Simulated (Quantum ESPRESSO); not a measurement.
A run of Quantum ESPRESSO 7.5 is set up as follows.

File pw.in:

```
&CONTROL
  calculation = 'scf'
  prefix = 'pwscf'
  outdir = './tmp'
  pseudo_dir = './pseudo'
  tprnfor = .true.
  tstress = .true.
  disk_io = 'low'
/
&SYSTEM
  ibrav = 0
  nat = 2
  ntyp = 2
  ecutwfc = 45
  ecutrho = 360
  nbnd = 15
  occupations = 'smearing'
  smearing = 'fd'
  degauss = 0.00367493
/
&ELECTRONS
  conv_thr = 4d-10
  electron_maxstep = 120
  mixing_beta = 0.5
/
ATOMIC_SPECIES
Te   127.6000 te_lda_v1.uspp.F.UPF
Cd   112.4140 cd_lda_v1.uspp.F.UPF
CELL_PARAMETERS bohr
   0.0000000000    6.0565722294    6.0565722294
   6.0565722294    0.0000000000    6.0565722294
   6.0565722294    6.0565722294    0.0000000000
ATOMIC_POSITIONS bohr
Te     9.0848583441    9.0848583441    9.0848583441
Cd     0.0000000000    0.0000000000    0.0000000000
K_POINTS automatic
8 8 8 0 0 0
```

The input scf2.in:

```
&CONTROL
  calculation = 'scf'
  prefix = 'pwscf'
  outdir = './tmp'
  pseudo_dir = './pseudo'
  tprnfor = .true.
  tstress = .true.
  disk_io = 'low'
/
&SYSTEM
  ibrav = 0
  nat = 2
  ntyp = 2
  ecutwfc = 45
  ecutrho = 360
  nbnd = 15
  occupations = 'fixed'
/
&ELECTRONS
  conv_thr = 1d-13
  electron_maxstep = 120
  mixing_beta = 0.5
  startingpot = 'file'
  startingwfc = 'file'
/
ATOMIC_SPECIES
Te   127.6000 te_lda_v1.uspp.F.UPF
Cd   112.4140 cd_lda_v1.uspp.F.UPF
CELL_PARAMETERS bohr
   0.0000000000    6.0565722294    6.0565722294
   6.0565722294    0.0000000000    6.0565722294
   6.0565722294    6.0565722294    0.0000000000
ATOMIC_POSITIONS bohr
Te     9.0848583441    9.0848583441    9.0848583441
Cd     0.0000000000    0.0000000000    0.0000000000
K_POINTS automatic
8 8 8 0 0 0
```

Contents of ph.in:

```
dielectric of CdTe
&INPUTPH
  prefix = 'pwscf'
  outdir = './tmp'
  tr2_ph = 1d-18
  fildyn = 'dyn'
  niter_ph = 90
  alpha_mix(1) = 0.7
  epsil = .true.
  trans = .false.
  zeu = .true.
/
0.0000000000 0.0000000000 0.0000000000
```

Potentials or basis: GBRV 1.5 LDA.

Launch:

```sh
$ OMP_NUM_THREADS=1 pw.x -in pw.in > pw.out
$ OMP_NUM_THREADS=1 pw.x -in scf2.in > scf2.out
$ OMP_NUM_THREADS=1 ph.x -in ph.in > ph.out
```

Question: Predict the electronic dielectric tensor (diagonal).

Answer: 11.80.

Question: What does it give for the Born charges (mean of the diagonal)?

Answer: Te -2.27; Cd +2.19 e.

Question: Predict the band gap on the k mesh.

Answer: 0.60 eV, direct.

Born effective charge tensors (e):
atom 1, Te
```
-2.27  0.00  0.00
 0.00 -2.27  0.00
 0.00  0.00 -2.27
```
atom 2, Cd
```
2.19 0.00 0.00
0.00 2.19 0.00
0.00 0.00 2.19
```

Caveat: the mesh is thin for the dielectric tensor, Born charges and intensities, which usually come out too large; the gap is small at this level, which inflates the dielectric constant; on a mesh that holds Γ this program's dielectric tensor can be off by some percent beyond the error of the mesh; spin-orbit coupling is left out, which moves the levels of the heavy elements; the Born charges break their sum rule by 0.07 e, a sign of too thin a mesh.

**The experiment to reproduce.**

From a printed reference work, data compilation, for a bulk crystal of CdTe at 0 K: band gap 1.607 eV.

Measured gap of CdTe: 1.607 eV (0 K; a printed reference work, data compilation). This calculation gives 0.60 eV (-1.01 eV). So large a miss can be the level of theory's own, or it may mean another phase, state or a wrong row. Spin-orbit coupling on Cd, Te is left out. The value is that of LDA, without temperature or zero-point motion. Semilocal functionals fall short of measured gaps as a rule.
